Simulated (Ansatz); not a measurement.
# CsBr: a single-point run

Aim: a sound single-point run of CsBr. The structure is shown as the input types it.

The COD entry's cell or inner coordinates are ideal or old and differ from later refinements, so a difference from it is no clean test against experiment.

Method: DFT, PBE, PAW with Ansatz's default frozen-core files, scalar-relativistic, in Ansatz 0.2.0.

**1. The starting structure**

Symmetry: Pm-3m, No. 221, cubic system. The conventional cell has a = 3.000 Å, b = 3.000 Å, c = 3.000 Å, α = 90.00°, β = 90.00°, γ = 90.00°. Cs (site symmetry m-3m) is surrounded by 8 Br at 2.60 Å. Around Br (site symmetry m-3m) lie 8 Cs at 2.60 Å.

Coordinates:

```
Cs Br
1.0
     3.00020    0.00000    0.00000
     0.00000    3.00020    0.00000
     0.00000    0.00000    3.00020
Cs Br
1 1
Direct
  0.00000 0.00000 0.00000
  0.50000 0.50000 0.50000
```

**2. The calculation**

input.yaml

```yaml
crystal:
  lattice:
    - [3.0002, 0.0, 0.0]
    - [0.0, 3.0002, 0.0]
    - [0.0, 0.0, 3.0002]
  atoms:
    - { symbol: Cs, position: [0.0, 0.0, 0.0] }
    - { symbol: Br, position: [0.5, 0.5, 0.5] }
kpoints:
  mp_grid: { grid: [6, 6, 6] }
  band_path:
    path:
      - [0.0, 0.0, 0.0]
      - [0.0, 0.5, 0.0]
      - [0.5, 0.5, 0.0]
      - [0.0, 0.0, 0.0]
      - [0.5, 0.5, 0.5]
      - [0.0, 0.5, 0.0]
      - [0.5, 0.5, 0.5]
      - [0.5, 0.5, 0.0]
    npoints: 14
scf:
  occupations: { method: fermi_dirac, width: 0.03 }
  max_iter: 50
hamiltonian:
  xc: pbe
  pseudopotentials: { kind: paw }
output:
  forces: true
  stress: true
  eigenvalues: true
  efg: { contact_densities: true }
  populations: true
```

Run with:

```bash
$ ansatz run input.yaml --threads 1 --pin off --max-ram 2048MiB --backend cpu --events-out ev --progress --plain --runs-dir out
```

Q: Will this input give a usable result? If not, why, and what should change?

The run converged and reported no error, with warnings (gradients without spin orbit). It gives a pressure of 212 GPa, which is large; a structure far from rest gives such values too, whatever the setting.

The structure was scaled down until the atoms press into each other. The shortest distance in the input is 2.60 Å, between atoms 1 (Cs) and 2 (Br).

Remedy: restore the intended size.
